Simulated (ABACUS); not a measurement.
Crystal: NiO.

```xyz
2
Lattice="0.0000 2.0859 2.0859 2.0859 0.0000 2.0859 2.0859 2.0859 0.0000" Properties=species:S:1:pos:R:3 pbc="T T T"
Ni    0.0000    0.0000    0.0000
O     2.0859    2.0859    2.0859
```

Base run:

```yaml
Program: ABACUS 3.10.1
Functional: rSCAN
Potentials_or_basis: SG15 ONCV 1.2 PBE
Cutoff: 1537 eV
Density_cutoff: 6150 eV
Basis: plane waves
k_mesh: 7 × 7 × 7
Occupations: fermi-dirac, width 0.05 eV
Spin: collinear spin, ferromagnetic start
Starting_moments: "[1.0, 0.0] μB"
```

Its results: band gap on the k mesh 0.73 eV, indirect (least direct gap 1.68 eV); pressure 0.7 GPa; net moment 2.00 μB per cell.

The run is repeated on the same cell with these changes: functional from rSCAN to TPSS. What comes out?

Band gap on the k mesh none (metal or under the smearing width); pressure 4.3 GPa; net moment 1.95 μB per cell.

Caveats: some runs use coarse meshes; the potentials were made for another functional, which shifts forces and pressure; a cell with one magnetic atom can't hold antiferromagnetic order, which such compounds often take; an odd mesh through Γ misses points on the zone boundary, where band edges often lie (some runs); semilocal functionals often make such compounds metallic where correlation or magnetic order opens a gap, which also shifts bond lengths (some runs).

Not every run made on this cell is shown here.
